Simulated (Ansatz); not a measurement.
# Ru: the cost of one run

Program: Ansatz 0.2.0. Level of theory: DFT PBE, scalar-relativistic. These are calculated values, not measurements.

## (1) Starting point

The structure is hexagonal, space group P6_3/mmc (No. 194). Conventional cell: a = 2.706 Å, b = 2.706 Å, c = 4.282 Å, α = 90.00°, β = 90.00°, γ = 120.00°. Around Ru (site symmetry -6m2) lie 12 Ru at 2.65 to 2.71 Å.

Coordinates:

```
CELL_PARAMETERS angstrom
2.70580 0.00000 0.00000
-1.35290 2.34329 0.00000
0.00000 0.00000 4.28190
ATOMIC_POSITIONS crystal
Ru 0.33333 0.66667 0.25000
Ru 0.66667 0.33333 0.75000
```

Atoms are numbered in the order of the input: Ru1, Ru2.

## (2) The deformed structure

Space group P6_3/mmc before, P6_3/mmc after.

## (3) LAPW, all electrons

input.yaml

```yaml
crystal:
  lattice:
    - [2.6516833475, 0.0, 0.0]
    - [-1.3258416738, 2.2964251418, 0.0]
    - [0.0, 0.0, 4.2819]
  atoms:
    - { symbol: Ru, position: [0.3333333333, 0.6666666667, 0.25] }
    - { symbol: Ru, position: [0.6666666667, 0.3333333333, 0.75] }
kpoints:
  mp_grid: { grid: [14, 14, 8] }
  band_path:
    path:
      - [0.0, 0.0, 0.0]
      - [0.5, 0.0, 0.0]
      - [0.3333333333, 0.3333333333, 0.0]
      - [0.0, 0.0, 0.0]
      - [0.0, 0.0, 0.5]
      - [0.5, 0.0, 0.5]
      - [0.3333333333, 0.3333333333, 0.5]
      - [0.0, 0.0, 0.5]
      - [0.5, 0.0, 0.5]
    npoints: 5
scf:
  occupations: { method: fermi_dirac, width: 0.03 }
hamiltonian:
  xc: pbe
  pseudopotentials: { kind: all_electron, lapw: { basis_error: 0.0005 } }
output:
  forces: true
  stress: true
  eigenvalues: true
```

Command:

```bash
$ ansatz run input.yaml --threads 1 --pin off --max-ram 3072MiB --backend cpu --events-out ev --progress --plain --runs-dir out
```

What time and memory should one allow on 1 thread of Intel Xeon Platinum 8488C (Sapphire Rapids), shared host?

About 30 s, with a peak of 0.57 GiB.
